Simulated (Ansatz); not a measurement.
MgAl₂O₄:
```
MgAl2O4
1.0
    0.00000     4.05254     4.05254
    4.05254     0.00000     4.05254
    4.05254     4.05254     0.00000
Mg Al O
2 4 8
Direct
  0.75000   0.75000   0.75000
  0.50000   0.50000   0.50000
  0.62500   0.12500   0.12500
  0.12500   0.12500   0.62500
  0.12500   0.62500   0.12500
  0.12500   0.12500   0.12500
  0.36145   0.36145   0.36145
  0.33435   0.88855   0.88855
  0.36145   0.36145   0.91565
  0.88855   0.33435   0.88855
  0.91565   0.36145   0.36145
  0.88855   0.88855   0.88855
  0.36145   0.91565   0.36145
  0.88855   0.88855   0.33435
```

This is the PBEsol-relaxed structure.

Q: All from the program Ansatz at the PBEsol level (PAW), unless another level is named. Predict the HSE06 gap on the PBEsol cell.

A: 7.11 eV.

Q: Next, the formation energy from the elements (no fitted shifts)?

A: -3.00 eV/atom.

Q: What about the conduction-band minimum?

A: at Γ.

Space group Fd-3m (spinel). The cell was relaxed with PBEsol under the symmetry of its start. The references are the lowest solids computed at this level, not always the standard phases (solids in place of the gases).

Potentials: the earlier of the program's two PAW sets. The files were generated under PBE; for other functionals the program regenerates the frozen cores, and for LDA and PBEsol the local potential too.
